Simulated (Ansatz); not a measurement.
# A series in volume per atom on SnSe

Density functional energy, stress (positive in compression), forces and moments (in spheres) of a cell at fixed atoms, energy at zero smearing over the elements' standard states in the same functional; plane waves with PAW datasets, Gamma-centred k mesh. The results are calculated, by Ansatz 0.2.0.

Cell of the first row (space group F-43m, No. 216):
```
cell vectors (Å)
   0.0000     3.2494     3.2494
   3.2494     0.0000     3.2494
   3.2494     3.2494     0.0000
atoms (fractions of the cell vectors)
Sn  0.00000  0.00000  0.00000
Se  0.25000  0.25000  0.25000
```

Settings of every row: functional PBE; dispersion none; spin none; wave cutoff 420 eV; k mesh 10x10x10; occupations gaussian; smearing width 0.01 eV.

Limits: the cell comes from a prototype or a list of computed structures and needn't be the stable phase.

Limits of some rows: narrow smearing for a metal (row 1, 2, 3); a crossing between the sampled k points may be missed (row 4, 5, 6, 7).

| row | volume per atom (Å³) | pressure (GPa) | energy over elements (eV/atom) |
| --- | --- | --- | --- |
| 1 | 34.309 | 4.86 | -0.1386 |
| 2 | 35.478 | 3.35 | -0.1685 |
| 3 | 36.648 | 2.05 | -0.188 |
| 4 | 37.818 | 0.98 | -0.199 |
| 5 | 40.157 | ? | ? |
| 6 | 41.326 | -1.62 | -0.1898 |
| 7 | 42.886 | -2.45 | -0.1699 |

Question: what pressure and energy over elements should row 5 give?

Worked fit of pressure. Take u = (V_r/V)^(2/3) − 1 with V_r = 37.233 Å³ an atom, which is twice the finite (Eulerian) strain; such expansions in the strain, on which the Birch-Murnaghan equation of state is built, carry the rest volume and the bulk modulus. The shown rows have u = 0.05604, 0.03271, 0.01061, -0.01034, -0.06717, -0.08993. Least squares give pressure = 1.493 + 53.69 × u + 109.8 × u² GPa; a straight line predicts inner rows, each left out in turn, worse (root mean square 0.22 against 0.036 GPa). The rows lie off it by 0.01, -0.02, -0.03, 0.03, 0.00, 0.00. The pressure vanishes at u = -0.0296, or V = 38.95 Å³ an atom, and there the bulk modulus at fixed shape and fractions is B = −V dP/dV = (2/3)(1 + u) dP/du = 30.5 GPa. The withheld row has u = -0.04915, so the fit gives 1.493 + 53.69 × (-0.04915) + 109.8 × (-0.04915)² = -0.88 GPa.

The calculation gave -0.88 GPa. The fit meets it to the printed digit.

Worked fit of energy over elements. Take u = (V_r/V)^(2/3) − 1 with V_r = 37.233 Å³ an atom, which is twice the finite (Eulerian) strain; such expansions in the strain, on which the Birch-Murnaghan equation of state is built, carry the rest volume and the bulk modulus. The shown rows have u = 0.05604, 0.03271, 0.01061, -0.01034, -0.06717, -0.08993. Least squares give energy over elements = −0.19456 + 0.518 × u + 8.658 × u² − 1.65 × u³ eV/atom; a parabola predicts inner rows, each left out in turn, worse (root mean square 0.00022 against 0.00012 eV/atom). The rows lie off it by 0.0000, -0.0001, 0.0001, 0.0000, 0.0000, 0.0000. Its lowest point lies at u = -0.0297, or V = 38.95 Å³ an atom, and the curvature there gives the bulk modulus at fixed shape and fractions, B = (4/9)(1 + u)² E″(u)/V = 30.3 GPa. The withheld row has u = -0.04915, so the fit gives −0.19456 + 0.518 × (-0.04915) + 8.658 × (-0.04915)² − 1.65 × (-0.04915)³ = -0.1989 eV/atom.

The calculation gave -0.1991 eV/atom. The fit lies 0.0002 eV/atom (0.33 % of the column's range) above it; its largest miss of a shown row is 0.0001 eV/atom.
